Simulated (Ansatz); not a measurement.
The system is HfO2.

```
Hf O
1.0
     0.00000    2.55750    2.55750
     2.55750    0.00000    2.55750
     2.55750    2.55750    0.00000
Hf O
1 2
Direct
  0.00000 0.00000 0.00000
  0.75000 0.75000 0.75000
  0.25000 0.25000 0.25000
```

Measurements of this composition are mostly on another form, of space group No. 14.

A run of Ansatz 0.2.0 on this cell left the log below. Logs are shortened: lines on timing, memory, paths and dates and some standing lists are left out, and cuts for length are marked.

```text
Warning: RAYON_NUM_THREADS=2 ignored (pool sized by the plan → 2); use --threads N
LAPW: plane waves up to 9.487 Å⁻¹, error target 2.0e-3 eV per atom; small_component_spin mean_spin; O in spheres of 0.950 Å, 8 of its electrons in bands, Dirac shells []; Hf in spheres of 1.265 Å, 42 of its electrons in bands, Dirac shells [] (how accurate: hamiltonian.pseudopotentials.lapw.basis_error, Limitations)
Engine: ansatz 0.2.0, aarch64-unknown-linux-gnu
Pseudopotentials: kind: all_electron
Pseudopotential: Hf, LAPW, valence charge 42, lapw/all_electron/scalar/gaussian/Hf, Koelling and Harmon's equation, gaussian nucleus
Pseudopotential: O, LAPW, valence charge 8, lapw/all_electron/scalar/gaussian/O, Koelling and Harmon's equation, gaussian nucleus
Functional definition: PBEsol
  exchange = pbesol_x
  correlation = pbesol_c
Crystal: 3 atoms, lattice volume = 33.456 Å³
Basis set: ecut = 342.88785813105926 eV, 531 PW (Γ), exchange–correlation at level 2
Bands: 35, of which v1, the nominal top of the filled ones, is band 29 counted from 1 (28 counted from 0)
Symmetry: 48 space group operations
Space group: Fm-3m (ITA 225), of the structure as read, at distance tolerance 3.2e-5 Å
k-points: 20 of 343
Non-local potential: Hf, projectors of the file, none
Non-local potential: O, projectors of the file, none
Initial density: superposition of atomic densities (chi_scale 0.1, normalization cell, long waves kept (reshape's long-wave potential 0.00 eV rms))
Initial wavefunctions: plane waves of lowest kinetic energy (no species holds an atomic orbital)
Functional: x = pbesol(κ = 0.804, μ = 0.12345679012345678), c = pbesol(β = 0.046)
iter 1 solved again at ethr=1.24e-2 eV; its pass at ethr=1.00e-1 eV (dr2=7.20e0 eV) is discarded
SCF iter   1: F=—  HF=-414219.777789 eV  |F-HF|=—  |Δ(HF+E_count)|=         —  Δρ=1.36e-1  dr2=7.20e0  ethr=1.24e-2  ⟨swp⟩=2.0  Hψ=4311  notcnv=0
preconditioner: auto → none  [insulator: Δε(μ)=6.851 eV  Ē_g=19.351 eV  σ=0.050 eV  W_gap=1.00  n_scr=14 (ndim 8)  ℏωp=38.5 eV  f_vac=0.049  D(μ)=0.00/eV (n_scr^D=0)  ε∞_Penn≈5.0]
SCF iter   2: F=—  HF=-414217.255934 eV  |F-HF|=—  |Δ(HF+E_count)|=    2.52e0  Δρ=6.19e-2  dr2=1.21e0  ethr=1.24e-2  ⟨swp⟩=3.0  Hψ=2112  notcnv=0
SCF iter   3: F=—  HF=-414215.888314 eV  |F-HF|=—  |Δ(HF+E_count)|=    1.37e0  Δρ=2.36e-2  dr2=2.18e-1  ethr=2.08e-3  ⟨swp⟩=3.0  Hψ=2314  notcnv=0
iter 4 solved again at ethr=8.48e-6 eV; its pass at ethr=3.76e-4 eV (dr2=4.92e-3 eV) is discarded
SCF iter   4: F=—  HF=-414215.863528 eV  |F-HF|=—  |Δ(HF+E_count)|=         —  Δρ=3.66e-3  dr2=4.92e-3  ethr=8.48e-6  ⟨swp⟩=2.0  Hψ=3640  notcnv=0
the basis was enlarged: its passes take 236.2 KiB over the memory plan, 2 of 2 planned eigensolver slots
SCF iter   5: F=—  HF=-414215.841790 eV  |F-HF|=—  |Δ(HF+E_count)|=   2.17e-2  Δρ=4.72e-3  dr2=9.52e-3  ethr=8.48e-6  ⟨swp⟩=2.0  Hψ=2100  notcnv=0
SCF iter   6: F=—  HF=-414215.838010 eV  |F-HF|=—  |Δ(HF+E_count)|=   3.78e-3  Δρ=2.19e-3  dr2=2.04e-3  ethr=8.48e-6  ⟨swp⟩=2.0  Hψ=2100  notcnv=0
SCF iter   7: F=—  HF=-414215.836816 eV  |F-HF|=—  |Δ(HF+E_count)|=   1.19e-3  Δρ=1.04e-4  dr2=1.94e-6  ethr=3.52e-6  ⟨swp⟩=2.0  Hψ=2100  notcnv=0
SCF iter   8: F=—  HF=-414215.836818 eV  |F-HF|=—  |Δ(HF+E_count)|=   2.46e-6  Δρ=4.42e-5  dr2=8.63e-7  ethr=3.35e-9  ⟨swp⟩=3.0  Hψ=2215  notcnv=0
SCF iter   9: F=-414215.836818 eV  HF=-414215.836818 eV  |F-HF|=5.99e-8  |Δ(HF+E_count)|=   2.32e-7  Δρ=1.08e-5  dr2=5.18e-8  ethr=1.49e-9  ⟨swp⟩=2.0  Hψ=2100  notcnv=0
SCF 1 converged in 9 iterations: F = -414215.836818 eV  dr2 = 5.18e-8
NSCF: frozen V_eff on 57 k-points
SCF converged after 9 iterations
Free energy (F): -414215.836818 eV
Harris-Foulkes:  -414215.836818 eV  (|F-HF|=5.99e-8)
Internal energy: -414215.836818 eV  (E = F + TS)
E sigma→0 (E₀):  -414215.836818 eV
Fermi energy:    17.432033 eV
--- Per-component energies (eV) ---
  E_band       = -5897.097531
  E_kinetic    = 460376.009379
  E_xc         = -8744.022103
  E_electrostatic = -865847.824094  (all electrons and nuclei)
  E_smearing   = -0.000000  (= −TS)
  E_closure    = 0.000000  (closes the sum)
  E_atoms      = -414187.077045  (free atoms, spherical and without spin; not in F)
  Σ components = -414215.836818   (vs F -414215.836818, Δ=0.00e0)
  Basis errors (estimates in eV, not in F): energy 7.6e-4 per atom: plane waves 6.8e-4 (4.0e-4 summed), levels above the bands 1.4e-88, relativity 6.9e-8, radial functions 7.7e-5, core shells 1.2e-6; eigenvalues (radial functions only) 1.4e-5; not estimated: angular momenta, meshes, grids; target (lapw.basis_error) 2.0e-3; muffin-tin radii O 0.950 Å, Hf 1.265 Å
--- Forces (eV/Å), atoms counted from 1 ---
  atom   1  Hf     0.00000000    -0.00000000     0.00000000
  atom   2  O     -0.00000000     0.00000000    -0.00000000
  atom   3  O      0.00000000    -0.00000000     0.00000000
  max |Σ_I F_I| component: 9.25e-18 eV/Å
--- Stress (GPa, compression-positive) ---
      -10.179391      -0.000000      -0.000000
       -0.000000     -10.179391      -0.000000
       -0.000000      -0.000000     -10.179391
  P = ⅓ Tr σ = -10.1794 GPa (-101.794 kbar)
--- Band table (eV; the first three rows and the last of 20) ---
  k-point 0: bands = ["-486.7802", "-486.7802", "-356.5707", "-356.5707", "-356.5707", "-184.6832", "-184.6832", "-184.6581", "-184.6581", "-184.6581", "-45.4774", "-14.0117", "-14.0117", "-14.0117", "-2.9387", "-0.1438", "4.5848", "4.5848", "4.5848", "4.6466", "4.6466", "4.6466", "4.8477", "10.3372", "10.3372", "10.3372", "15.0102", "15.0102", "15.0102", "19.3404", "19.3404", "21.0108", "25.7199", "25.7199", "25.7199"]
  k-point 1: bands = ["-486.7802", "-486.7802", "-356.5707", "-356.5707", "-356.5707", "-184.6832", "-184.6832", "-184.6581", "-184.6581", "-184.6581", "-45.4751", "-14.0908", "-14.0204", "-14.0204", "-2.6856", "-0.3185", "4.5886", "4.5886", "4.5896", "4.6400", "4.6400", "4.6468", "4.7936", "10.5303", "10.5303", "10.8688", "14.4182", "14.6537", "14.6537", "19.6902", "19.6902", "21.7801", "24.8818", "25.3972", "25.3972"]
  k-point 2: bands = ["-486.7802", "-486.7802", "-356.5707", "-356.5707", "-356.5707", "-184.6832", "-184.6832", "-184.6581", "-184.6581", "-184.6581", "-45.4699", "-14.2611", "-14.0400", "-14.0400", "-2.1302", "-0.6402", "4.5948", "4.5948", "4.6043", "4.6289", "4.6289", "4.6472", "4.7091", "10.9696", "10.9696", "11.9939", "13.3623", "14.0834", "14.0834", "20.1035", "20.1035", "22.2853", "24.6325", "24.8994", "24.8994"]
  k-point 19: bands = ["-486.7802", "-486.7802", "-356.5707", "-356.5707", "-356.5707", "-184.6832", "-184.6832", "-184.6581", "-184.6581", "-184.6581", "-45.4614", "-14.3042", "-14.2596", "-14.1145", "-1.1366", "-1.0178", "4.6081", "4.6087", "4.6155", "4.6189", "4.6215", "4.6331", "4.6424", "10.2193", "10.9155", "12.7865", "13.1185", "14.2885", "15.2604", "20.0521", "20.6774", "22.3935", "22.6585", "23.7586", "27.7658"]
```

What input gives this log?

Band structure with PBEsol, no spin polarisation. The files as run (others can give the same):

input.yaml
```yaml
crystal:
  lattice:
    - [0.0, 2.5575, 2.5575]
    - [2.5575, 0.0, 2.5575]
    - [2.5575, 2.5575, 0.0]
  atoms:
    - { symbol: Hf, position: [0.0, 0.0, 0.0] }
    - { symbol: O, position: [0.75, 0.75, 0.75] }
    - { symbol: O, position: [0.25, 0.25, 0.25] }
kpoints:
  mp_grid: { grid: [7, 7, 7] }
  band_path:
    path:
      - [0.0, 0.0, 0.0]
      - [0.5, 0.0, 0.5]
      - [0.5, 0.25, 0.75]
      - [0.375, 0.375, 0.75]
      - [0.0, 0.0, 0.0]
      - [0.5, 0.5, 0.5]
      - [0.625, 0.25, 0.625]
      - [0.5, 0.25, 0.75]
    npoints: 8
scf:
  occupations: { method: fermi_dirac, width: 0.05 }
hamiltonian:
  xc: pbesol
  pseudopotentials: { kind: all_electron, lapw: { basis_error: 0.002 } }
output:
  forces: true
  stress: true
  eigenvalues: true
```

Potentials or basis: all-electron LAPW, scalar-relativistic.
Command:
```sh
$ ansatz run input.yaml --threads 2 --pin off --max-ram 8192MiB --backend cpu --events-out ev --progress --plain --runs-dir out
```

Caveat: spin-orbit coupling is left out, which moves the levels of the heavy elements; the mesh misses the band edges, which the band path finds closer together.
